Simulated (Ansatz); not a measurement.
An element in the sc structure gives these cold pressures by all-electron LAPW under PBE (Ansatz 0.2.0, scalar-relativistic, no spin polarisation).

| V (Å³/atom) | P (GPa) |
| --- | --- |
| 36.94 | 0.04 |
| 35.09 | 1.35 |
| 31.40 | 4.98 |
| 27.71 | 11.07 |
| 24.01 | 22.2 |
| 20.32 | 50.2 |
| 16.62 | 119.3 |
| 14.78 | 191.8 |

Task: Which element is it?

Result: La. Its zero-pressure volume in this structure is near 36.9 Å³/atom; the volume and the steepness of P(V) together point to it, though neighbours can come close. This is the case that was computed; others weren't tested.
